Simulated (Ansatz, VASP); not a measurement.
Given: the input of a run of VASP 6.6.1 on Ni. 

INCAR

```
SYSTEM = Ni
PREC = Accurate
ENCUT = 600
EDIFF = 1E-6
ISMEAR = -1
SIGMA = 0.05
LREAL = .FALSE.
LASPH = .TRUE.
NELM = 100
ALGO = Fast
ISIF = 3
LWAVE = .FALSE.
LCHARG = .FALSE.
ISPIN = 2
MAGMOM = 1
LORBIT = 11
LMAXMIX = 4
GGA = B5
ALDAX = 1.0
AGGAX = 1.0
AGGAC = 1.0
ALDAC = 0.0
IBRION = 2
NSW = 40
EDIFFG = -0.005
```

KPOINTS

```
regular mesh
0
G
  13 13 13
  0 0 0
```

File POSCAR:

```
Ni
1.0
    0.0000000000      1.7375729330      1.7375729330
    1.7375729330      0.0000000000      1.7375729330
    1.7375729330      1.7375729330      0.0000000000
Ni
1
Direct
    0.0000000000      0.0000000000      0.0000000000
```

Potentials or basis: VASP PAW PBE potentials, release 64 (Ni).

Launch:

```sh
$ cat potpaw_PBE.64/Ni/POTCAR > POTCAR
$ mpirun -np 1 vasp_std > vasp.out
```

Problem. Set up the same calculation for Ansatz 0.2.0. Potentials or basis there: Ansatz PAW, cutoff 420 eV.

Solution. As run (cutoffs and basis follow the program's own potentials, and thresholds, step limits or extra output files can differ):

The input input.yaml:

```yaml
crystal:
  lattice:
    - [0.0, 1.737572933, 1.737572933]
    - [1.737572933, 0.0, 1.737572933]
    - [1.737572933, 1.737572933, 0.0]
  atoms:
    - { symbol: Ni, position: [0.0, 0.0, 0.0], spin: 1.0 }
hamiltonian:
  xc: blyp
  pseudopotentials: { kind: paw }
magnetization:
  spin_polarized: true
kpoints:
  mp_grid: { grid: [13, 13, 13] }
scf:
  occupations: { method: fermi_dirac, width: 0.05 }
output:
  forces: true
  stress: true
  write_density: true
  write_potential: true
  elf: true
  volumetric_format: npy
relax:
  f_tol: 0.01
  max_steps: 40
  cell: { stress_tol: 0.05 }
```

Potentials or basis: Ansatz PAW.

The run is started by

```sh
$ ansatz run input.yaml --threads 2 --pin off --max-ram 5632MiB --backend cpu --events-out ev --progress --plain --runs-dir out
```

Both were run:

|  | VASP | Ansatz |
| --- | --- | --- |
| Relaxed volume | 11.43 Å³/atom | 11.44 Å³/atom |
| Relaxed cell | a = 2.529 Å, b = 2.529 Å, c = 2.529 Å, α = 60.00°, β = 60.00°, γ = 60.00° | a = 2.529 Å, b = 2.529 Å, c = 2.529 Å, α = 60.00°, β = 60.00°, γ = 60.00° |
| Space group after relaxing | Fm-3m (No. 225) | Fm-3m (No. 225) |
| Pressure after relaxing | 0.0 GPa | 0.0 GPa |
| Net moment | 0.62 μB per cell | 0.62 μB per cell |

Ansatz's pressure holds a Pulay term of +0.07 GPa for its cutoff of 420 eV, which the other run lacks.

The potentials hold 10 and 18 valence electrons a cell.

VASP's potentials were made for PBE. Ansatz's potentials were made for PBE.

Where Ansatz's input types no cutoff or centring, it takes its own default and a Γ-centred mesh.

The magnetic state is the one that the start led to; the real crystal's order can differ.

Pressure is positive in compression.
